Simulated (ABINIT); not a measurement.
Runs of ABINIT 10.8.3 (patched build) on WS2. It takes space group R3m (No. 160, trigonal). The conventional cell has a = 3.158 Å, b = 3.158 Å, c = 18.490 Å, α = 90.00°, β = 90.00°, γ = 120.00°. Around W (site symmetry 3m) lie 6 S at 2.39 to 2.42 Å. S (site symmetry 3m) is surrounded by 3 W at 2.42 Å. S (site symmetry 3m) has 3 W at 2.39 Å as nearest neighbours. Measurements of this composition are mostly on another form, of space group No. 194.

```csv
task,level,potentials or basis,k mesh,cutoff (eV),fine-grid cutoff,gap on the mesh (eV),pressure (GPa),largest force (eV/Å)
band structure,r2SCAN,JTH PAW PBE v2.0,8 × 8 × 8,653,1251.72 eV,(c),3.0,0.62
band structure,PBEsol,JTH PAW PBE v2.0,10 × 10 × 10,544,1088.46 eV,1.02,-0.4,0.60
single point,PBEsol,PseudoDojo NC SR PBEsol v0.4.1 standard,10 × 10 × 10,1007,-,1.02,(a),0.60
band structure,LDA,JTH PAW LDA v2.0,10 × 10 × 10,544,1088.46 eV,0.99,(b),0.58
```

Alike in all rows: no spin polarisation; cell as given; smearing fermi-dirac 0.05 eV.

Task: Fill in the values left out.

Result: (a) -0.6; (b) -3.8; (c) 1.28.

Caveats: spin-orbit coupling is left out, which moves the levels of the heavy elements; the PAW data sets were made with another functional, which shifts forces and pressure a little (some runs).

A k mesh can miss the band edges, and the runs leave out spin-orbit coupling on W.
